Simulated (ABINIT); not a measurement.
Runs of ABINIT 10.8.3 (patched build) on MgB2. Symmetry: P6/mmm, No. 191, hexagonal system. The conventional cell has a = 3.085 Å, b = 3.085 Å, c = 3.523 Å, α = 90.00°, β = 90.00°, γ = 120.00°. Mg (site symmetry 6/mmm) is surrounded by 12 B at 2.51 Å. B (site symmetry -6m2) has 3 B at 1.78 Å as nearest neighbours. 

```tsv
level	potentials or basis	cutoff (eV)	gap on the mesh (eV)	pressure (GPa)
PBE	PseudoDojo NC SR PBE v0.4.1 standard	1088	none	(a)
LDA	PseudoDojo NC SR LDA v0.4.1 standard	1034	none	-
PBEsol	PseudoDojo NC SR PBEsol v0.4.1 standard	1034	none	-3.3
LDA	PseudoDojo NC SR LDA v0.4.1 standard	1088	none	-7.4
```

Alike in all rows: task single point; no spin polarisation; cell as given; k mesh 8 × 8 × 6; smearing fermi-dirac 0.05 eV.

**Question.** Estimate the missing entries.

**Answer.** (a) -1.0.

A k mesh can miss the band edges.

A gap of «none» marks a metal or a gap under the smearing width.

Not every run made on this cell is shown here.
